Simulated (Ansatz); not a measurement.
## BaTiO3: Quadrupolar parameters

The cell is an entry of the Crystallography Open Database (COD), its atoms then relaxed with PBE in this cell.

```
Ba Ti O
1.0
     2.82737    1.63238    2.31839
    -2.82737    1.63238    2.31839
     0.00000   -3.26476    2.31839
Ba Ti O
1 1 3
Direct
  0.99759 0.99759 0.99759
  0.48572 0.48572 0.48572
  0.50980 0.50980 0.01629
  0.01629 0.50980 0.50980
  0.50980 0.01629 0.50980
```

Atom numbers follow the list; atoms alike are taken as one site, whose name carries the number of the first.

Method: Kohn–Sham DFT in Ansatz, PBE, plane waves and PAW (field gradients read without the response of the frozen cores, which leaves them typically 4 to 6 % off), scalar-relativistic, 420 eV cutoff, Γ-centred 5×5×5 k-points, Fermi–Dirac smearing 0.02 eV.

V_zz is the principal component of the electric field gradient with the largest magnitude, η = (V_xx − V_yy)/V_zz and C_Q = eQV_zz/h.

137Ba: I = 3/2, Q = 236.0 mb; 49Ti: I = 7/2, Q = 247.0 mb; ¹⁷O: I = 5/2, Q = -25.58 mb. Q values from Pyykkö, Mol. Phys. 116, 1328 (2018).

(1) Which values are expected at the nuclei?

Results:

(1) 

```json
{"site": "Ba", "atoms (order as listed)": "1", "first shell": "12 O at 2.77–2.91 Å", "V_zz (10²¹ V/m²)": "0.32", "η": "0.00", "C_Q (MHz)": "1.85"}
{"site": "Ti", "atoms (order as listed)": "2", "first shell": "6 O at 1.88–2.13 Å", "V_zz (10²¹ V/m²)": "1.13", "η": "0.00", "C_Q (MHz)": "6.77"}
{"site": "O", "atoms (order as listed)": "3, 4, 5", "first shell": "2 Ti at 1.88–2.13 Å, angle 172°; also 4 Ba at 2.77–2.91 Å", "V_zz (10²¹ V/m²)": "2.28", "η": "0.02", "C_Q (MHz)": "-1.41"}
```

An axis of threefold or higher order runs through Ba and Ti, so V_zz lies along it and η is zero. At O V_zz points along the line of its two bonds (within 3°).

At this cell the principal stresses reach 5 GPa in size with PBE, which can matter for small gradients. Without spin–orbit coupling (the program notes it for Ba) the gradients are little affected as a rule: paired runs on crystals with a gap mostly move them by under 2 % at such atoms.

The relaxation (6 steps) took 10 s of wall time (9.9 s of CPU time) and 0.43 GiB at its peak, on 1 thread of AMD EPYC 9R14 (Zen 4) (x86_64; 16 cores open to the job, memory cap 3.0 GiB, no GPU), a shared host with a load of 0.2 a core.
